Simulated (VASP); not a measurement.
# CoO (P-6m2) in VASP: settings compared

One crystal, CoO, is run at these levels: PBE+dDsC, PBE+rVV10; tasks: relaxation of cell and atoms.

All numbers are computed with VASP 6.6.1; they aren't measurements. Logs are shortened: lines on timing, memory, paths and dates and some standing lists are left out, and cuts for length are marked.

**1. Starting point**

It takes space group P-6m2 (No. 187, hexagonal). Conventional cell: a = 2.828 Å, b = 2.828 Å, c = 2.722 Å, α = 90.00°, β = 90.00°, γ = 120.00°. Co (site symmetry -6m2) is surrounded by 6 O at 2.13 Å. Around O (site symmetry -6m2) lie 6 Co at 2.13 Å.

The cell was built by a generator and needn't be a form met in nature.

**2. Relaxation of cell and atoms, PBE+dDsC, collinear spin, ferromagnetic start**

Contents of INCAR:

```
SYSTEM = CoO
ALGO = Fast ; EDIFF = 1E-6
EDIFFG = -0.01 ; ENCUT = 600
GGA = PE ; IBRION = 2
ISIF = 3 ; ISMEAR = -1
ISPIN = 2 ; IVDW = 4
LASPH = .True. ; LCHARG = .False.
LMAXMIX = 4 ; LORBIT = 11
LREAL = .False. ; LWAVE = .False.
MAGMOM = 2 0 ; NELM = 120
NSW = 60 ; PREC = Accurate
SIGMA = 0.05
```

Contents of KPOINTS:

```
k-points
0
Gamma
  8 8 7
  0 0 0
```

Contents of POSCAR:

```
CoO
1.0
    2.8284500000      0.0000000000      0.0000000000
   -1.4142300000      2.4495100000      0.0000000000
    0.0000000000      0.0000000000      2.7217200000
Co O
1 1
Direct
    0.0000000000      0.0000000000      0.5000000000
    0.6666700000      0.3333300000      0.0000000000
```

Potentials or basis: VASP PAW PBE potentials, release 64 (Co, O).

The run is started by

```console
cat potpaw_PBE.64/Co/POTCAR potpaw_PBE.64/O/POTCAR > POTCAR
mpirun -np 1 vasp_std > vasp.out
```

OUTCAR:

```text
SYSTEM = CoO
   EDIFF = 1E-6
   EDIFFG = -0.01
   ENCUT = 600
   GGA = PE
   IBRION = 2
   ISIF = 3
   ISMEAR = -1
   ISPIN = 2
   IVDW = 4
   LASPH = .True.
   LORBIT = 11
   LREAL = .False.
   NELM = 120
   NSW = 60
   PREC = Accurate
  IVDW =   4

 ion  position               nearest neighbor table
   1  0.000  0.000  0.500-   2 2.13   2 2.13   2 2.13   2 2.13   2 2.13   2 2.13
   2  0.667  0.333  0.000-   1 2.13   1 2.13   1 2.13   1 2.13   1 2.13   1 2.13

  LATTYP: Found a hexagonal cell.
 ALAT       =     2.8284500000
 C/A-ratio  =     0.9622655518

  Lattice vectors:

 A1 = (   2.8284500000,   0.0000000000,   0.0000000000)
 A2 = (  -1.4142300000,   2.4495100000,   0.0000000000)
 A3 = (   0.0000000000,   0.0000000000,   2.7217200000)

Analysis of symmetry for initial positions (statically):
=====================================================================
 Subroutine PRICEL returns:
 Original cell was already a primitive cell.

 Routine SETGRP: Setting up the symmetry group for a
 hexagonal supercell.

 Subroutine GETGRP returns: Found  4 space group operations
 (whereof  4 operations were pure point group operations)
 out of a pool of 24 trial point group operations.

The static configuration has the point symmetry C_2v.

Analysis of symmetry for dynamics (positions and initial velocities):
=====================================================================
 Subroutine PRICEL returns:
 Original cell was already a primitive cell.

 Routine SETGRP: Setting up the symmetry group for a
 hexagonal supercell.

 Subroutine GETGRP returns: Found  4 space group operations
 (whereof  4 operations were pure point group operations)
 out of a pool of 24 trial point group operations.

The dynamic configuration has the point symmetry C_2v.

Analysis of structural, dynamic, and magnetic symmetry:
=====================================================================
 Subroutine PRICEL returns:
 Original cell was already a primitive cell.

 Routine SETGRP: Setting up the symmetry group for a
 hexagonal supercell.

 Subroutine GETGRP returns: Found  4 space group operations
 (whereof  4 operations were pure point group operations)
 out of a pool of 24 trial point group operations.

The overall configuration has the point symmetry C_2v.

 Subroutine INISYM returns: Found  4 space group operations
 (whereof  4 operations are pure point group operations),
 and found     1 'primitive' translations

----------------------------------------------------------------------------------------

                                     Primitive cell

  volume of cell :      18.8569

  direct lattice vectors                    reciprocal lattice vectors
     2.828450000  0.000000000  0.000000000     0.353550531  0.204123179  0.000000000
[... 126 lines left out ...]

 number of electron      15.0000002 magnetization       2.9997008

 Free energy of the ion-electron system (eV)
  ---------------------------------------------------
  ext. energy  EPLUGINS =         0.00000000
  ---------------------------------------------------
  free energy    TOTEN  =       -12.94070790 eV

  energy without entropy =      -12.91337166  energy(sigma->0) =      -12.92703978

------------------------ aborting loop because EDIFF is reached ----------------------------------------

  dDsC method for vdW energy calculation

  Number of pair interactions contributing to vdW energy:   83406
[... 243 lines left out ...]
--------------------------------------- Ionic step        7  -------------------------------------------

 number of electron      14.9999997 magnetization       2.9998126

 Free energy of the ion-electron system (eV)
  ---------------------------------------------------
  ext. energy  EPLUGINS =         0.00000000
  ---------------------------------------------------
  free energy    TOTEN  =       -12.93107592 eV

  energy without entropy =      -12.90506116  energy(sigma->0) =      -12.91806854

 E-fermi :   8.6769     XC(G=0): -12.7631

 val. band max:        8.6763031493   @ k =   0.2500   0.1250   0.0000
 cond. band min:       8.6785640357   @ k =  -0.3750   0.3750   0.1429
 fundamental gap:      0.0022608864
 Fermi energy:         8.6768749941

 spin component 1

 k-point     1 :       0.0000    0.0000    0.0000
  band No.  band energies     occupation
      1     -12.1376      1.00000
      2       3.5513      1.00000
      3       3.5717      1.00000
      4       4.1483      1.00000
      5       4.8373      1.00000
      6       5.7549      1.00000
      7       5.7588      1.00000
      8       7.6695      1.00000
      9       7.6727      1.00000
     10       9.5564      0.00000
     11      23.4544      0.00000
     12      25.1486      0.00000
[... 333 lines left out ...]
      1     -11.7977      1.00000
      2       2.9121      1.00000
      3       3.1722      1.00000
      4       3.7151      1.00000
      5       4.8960      1.00000
      6       5.5791      1.00000
      7       6.0884      1.00000
      8       7.2776      1.00000
      9       7.6137      1.00000
     10      11.3978      0.00000
     11      22.5952      0.00000
     12      23.5514      0.00000

 [... further k-points ...]

 spin component 2

 k-point     1 :       0.0000    0.0000    0.0000
  band No.  band energies     occupation
      1     -11.4787      1.00000
      2       4.8697      1.00000
      3       4.8778      1.00000
      4       5.5327      1.00000
      5       5.8990      1.00000
      6       8.9115      0.00908
      7       8.9129      0.00883
      8       9.5067      0.00000
      9       9.5266      0.00000
     10      10.1704      0.00000
     11      23.8868      0.00000
     12      25.7427      0.00000
[... 346 lines left out ...]
 [... further k-points ...]

------------------------ aborting loop because EDIFF is reached ----------------------------------------

  Hirshfeld-DOM and Hirshfeld charges and relative Volumes:
            ion         q(e)           q(e)           rel_vol
   -----------------------------------------------------------
      1     Co          0.362          0.321          0.951
      2     O          -0.362         -0.321          0.968

  dDsC method for vdW energy calculation

  Number of pair interactions contributing to vdW energy:   86096

  Edisp (eV):   -0.56037
[... 25 lines left out ...]
  FREE ENERGIE OF THE ION-ELECTRON SYSTEM (eV)
  ---------------------------------------------------
  free  energy   TOTEN  =       -13.4914505015 eV

  energy  without entropy=      -13.4654357358  energy(sigma->0) =      -13.47844312

 reached required accuracy - stopping structural energy minimisation

 total charge

# of ion       s       p       d       tot
------------------------------------------
    1        0.318   0.418   7.167   7.904
    2        1.560   3.422   0.000   4.981
--------------------------------------------------
tot          1.878   3.840   7.167  12.885

 magnetization (x)

# of ion       s       p       d       tot
------------------------------------------
    1        0.006   0.007   2.526   2.540
    2        0.028   0.387   0.000   0.415
--------------------------------------------------
tot          0.033   0.394   2.526   2.954
```

CONTCAR:

```text
CoO
   1.00000000000000
     2.7935818969548674   -0.0017839242625328    0.0000000000000000
    -1.3983408108241258    2.4184212797375495    0.0000000000000000
     0.0000000000000000    0.0000000000000000    2.7031798831204514
  Co              O
     1     1
Direct
     0.0003967874062688    0.9996032125980578    0.5000000000000000
     0.6662732125937346    0.3337267874019386    0.0000000000000000

  0.00000000E+00  0.00000000E+00  0.00000000E+00
  0.00000000E+00  0.00000000E+00  0.00000000E+00
```

It took 4.1 min on 1 thread of AMD EPYC 7R43 (Zen 3), shared host; peak memory 0.15 GiB.

Results:

```yaml
Free_energy: -13.4915 eV
Relaxed_volume: 9.13 Å³/atom
Relaxed_cell: a = 2.794 Å, b = 2.794 Å, c = 2.703 Å, α = 90.00°, β = 90.00°, γ = 120.07°
Space_group_after_relaxing_to_0.05_Å: P-6m2 (No. 187)
Energy_gained_by_relaxing: -1.1 meV/atom
Ionic_steps: 7
Pressure_after_relaxing: 0.0 GPa
Band_gap_on_the_k_mesh: none (metal or under the smearing width)
Net_moment: 3.00 μB per cell
Site_moments: Co +2.54; O +0.41 μB
Valence_electrons_inside_the_program's_atomic_spheres: Co 7.90; O 4.98
Hirshfeld_charges: Co +0.36; O -0.36 e
Dispersion_energy_per_atom: -0.280 eV
```

The path:
| step | energy change (eV) | largest force (eV/Å) | pressure (GPa) | volume (Å³) |
| --- | --- | --- | --- | --- |
| 1 | 0.0000 | 0.0177 | -6.16 | 18.86 |
| 2 | 0.0165 | 0.0090 | 4.90 | 17.89 |
| 3 | 0.0015 | 0.0139 | -0.38 | 18.30 |
| 4 | 0.0020 | 0.0134 | 0.10 | 18.27 |
| 5 | 0.0018 | 0.0136 | -0.09 | 18.28 |
| 6 | 0.0018 | 0.0081 | -0.06 | 18.27 |
| 7 | 0.0022 | 0.0012 | -0.04 | 18.26 |

Final structure:
```cif
data_structure
_symmetry_space_group_name_H-M 'P 1'
_symmetry_Int_Tables_number 1
_cell_length_a 2.7936
_cell_length_b 2.7936
_cell_length_c 2.7032
_cell_angle_alpha 90.000
_cell_angle_beta 90.000
_cell_angle_gamma 120.073
_cell_volume 18.26
loop_
_atom_site_label
_atom_site_type_symbol
_atom_site_fract_x
_atom_site_fract_y
_atom_site_fract_z
_atom_site_occupancy
Co1 Co 0.00040 0.99960 0.50000 1
O1 O 0.66627 0.33373 0.00000 1
```

Caveat: a cell with one magnetic atom can't hold antiferromagnetic order, which such compounds often take; semilocal functionals often make such compounds metallic where correlation or magnetic order opens a gap, which also shifts bond lengths; pairwise dispersion overbinds metals, which lowers pressure and volume.

**3. Relaxation of cell and atoms, PBE+rVV10, collinear spin, ferromagnetic start**

Contents of INCAR:

```
SYSTEM = CoO
ALGO = Fast ; BPARAM = 10.0
CPARAM = 0.0093 ; EDIFF = 1E-6
EDIFFG = -0.01 ; ENCUT = 600
GGA = PE ; IBRION = 2
ISIF = 3 ; ISMEAR = -1
ISPIN = 2 ; IVDW_NL = 2
LASPH = .True. ; LCHARG = .False.
LMAXMIX = 4 ; LORBIT = 11
LREAL = .False. ; LUSE_VDW = .True.
LWAVE = .False. ; MAGMOM = 2 0
NELM = 120 ; NSW = 60
PREC = Accurate ; SIGMA = 0.05
```

KPOINTS is that of step 2.

POSCAR is that of step 2.

Potentials or basis: VASP PAW PBE potentials, release 64 (Co, O).

The run is started by

```console
cat potpaw_PBE.64/Co/POTCAR potpaw_PBE.64/O/POTCAR > POTCAR
mpirun -np 1 vasp_std > vasp.out
```

It took 4.3 min on 1 thread of AMD EPYC 7R43 (Zen 3), shared host; peak memory 0.22 GiB.

The run converged. Its results:

```yaml
Free_energy: -12.4777 eV
Relaxed_volume: 9.30 Å³/atom
Relaxed_cell: a = 2.814 Å, b = 2.814 Å, c = 2.710 Å, α = 90.00°, β = 90.00°, γ = 120.00°
Space_group_after_relaxing_to_0.05_Å: P-6m2 (No. 187)
Energy_gained_by_relaxing: 1.3 meV/atom
Ionic_steps: 7
Pressure_after_relaxing: -0.1 GPa
Band_gap_on_the_k_mesh: none (metal or under the smearing width)
Net_moment: 3.00 μB per cell
Site_moments: Co +2.54; O +0.41 μB
Valence_electrons_inside_the_program's_atomic_spheres: Co 7.87; O 4.97
```

Stress tensor (GPa, compression positive):
```
-0.16  0.00  0.00
 0.00 -0.16  0.00
 0.00  0.00  0.04
```

Step by step:
```csv
step,energy change (eV),largest force (eV/Å),pressure (GPa),volume (Å³)
1,0.0000,0.0000,-3.17,18.86
2,-0.0009,0.0000,2.51,18.35
3,-0.0026,0.0000,-0.11,18.58
4,-0.0026,0.0000,0.10,18.57
5,-0.0027,0.0000,-0.21,18.59
6,-0.0027,0.0000,-0.12,18.59
7,-0.0027,0.0000,-0.09,18.59
```

Final structure:
```
Co O
1.0
     2.81436    0.00000    0.00000
    -1.40718    2.43731    0.00000
     0.00000    0.00000    2.71022
Co O
1 1
Direct
  0.00000 0.00000 0.50000
  0.66667 0.33333 0.00000
```

Levels at points of the mesh, in eV from the Fermi level:
Spin up:
```csv
k point,band 6,band 7,band 8,band 9,band 10,band 11,band 12
"(0.00, 0.00, 0.00)",-2.92,-2.92,-1.01,-1.01,0.74,14.68,16.21
"(0.50, 0.00, 0.00)",-3.06,-2.09,-2.08,-0.62,5.60,8.79,14.90
"(0.50, 0.50, 0.00)",-3.06,-2.09,-2.08,-0.62,5.60,8.79,14.90
```
Spin down:
| k point | band 4 | band 5 | band 6 | band 7 | band 8 | band 9 |
| --- | --- | --- | --- | --- | --- | --- |
| (0.00, 0.00, 0.00) | -3.05 | -2.71 | 0.25 | 0.25 | 0.83 | 0.83 |
| (0.50, 0.00, 0.00) | -3.39 | -2.32 | 0.06 | 0.15 | 0.36 | 1.70 |
| (0.50, 0.50, 0.00) | -3.39 | -2.32 | 0.06 | 0.15 | 0.36 | 1.70 |

Caveat: a cell with one magnetic atom can't hold antiferromagnetic order, which such compounds often take; semilocal functionals often make such compounds metallic where correlation or magnetic order opens a gap, which also shifts bond lengths; pairwise dispersion overbinds metals, which lowers pressure and volume.
